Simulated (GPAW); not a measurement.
# GaN: single point with PBE

**Experimental background.**

From “Studying electronic properties in GaN without electrical contacts using γ-γ vs e−-γ Perturbed Angular Correlations”, 2019, pmc:6823545, for a bulk crystal of GaN: band gap 3.503 ± 0.005 eV (direct).

GaN:

```xyz
4
Lattice="3.1800 0.0000 0.0000 -1.5900 2.7540 0.0000 0.0000 0.0000 5.1660" Properties=species:S:1:pos:R:3 pbc="T T T"
Ga    1.5900    0.9180    2.5830
Ga    0.0000    1.8360    0.0000
N     1.5900    0.9180    4.5203
N     0.0000    1.8360    1.9373
```

```json
{
 "Program": "GPAW 26.7.0",
 "Task": "single point",
 "Functional": "PBE",
 "Potentials or basis": "GPAW PAW data sets (gpaw-data 1.2.1)",
 "Cutoff": "650 eV",
 "Basis": "pw",
 "k mesh": "8 × 8 × 4",
 "Occupations": "fermi-dirac, width 0.05 eV",
 "Spin": "no spin polarisation",
 "Maxiter": "120",
 "Convergence": "default"
}
```

```
Pressure               : 12.3 GPa
Largest force          : 0.181 eV/Å
Band gap on the k mesh : 2.07 eV, direct
```

Forces in eV/Å, atoms in the order of the input:
```
Ga   0.000  0.000 -0.181
Ga   0.000  0.000 -0.181
N    0.000  0.000  0.180
N    0.000  0.000  0.180
```

Stress tensor (GPa, compression positive):
```
11.52  0.00  0.00
 0.00 11.52  0.00
 0.00  0.00 13.77
```

Levels at points of the mesh, in eV from the valence-band top:
| k point | band 6 | band 7 | band 8 | band 9 | band 10 | band 11 |
| --- | --- | --- | --- | --- | --- | --- |
| (0.00, 0.00, 0.00) | -0.06 | 0.00 | 0.00 | 2.07 | 4.41 | 9.36 |
| (0.00, 0.00, 0.50) | -0.54 | -0.54 | -0.54 | 4.40 | 4.40 | 8.65 |
| (0.50, 0.50, 0.00) | -2.73 | -2.28 | -0.97 | 5.15 | 5.71 | 6.17 |
| (0.50, 0.50, 0.50) | -1.94 | -1.92 | -1.92 | 4.50 | 4.50 | 7.94 |

Run time: 13 s on 1 thread of AMD EPYC 7B13 (Zen 3), on a shared host, peak memory 0.17 GiB.

A measured gap of GaN is 3.503 eV (direct; quoted in “Studying electronic properties in GaN without electrical contacts using γ-γ vs e−-γ Perturbed Angular Correlations”, 2019, pmc:6823545); the calculated 2.07 eV misses it by -1.43 eV. Spin-orbit coupling on Ga is left out. The value is that of PBE, without temperature or zero-point motion. Semilocal functionals fall short of measured gaps as a rule.

Caveat: the cutoff is short for stress and forces, so pressures can be off by a GPa or more.
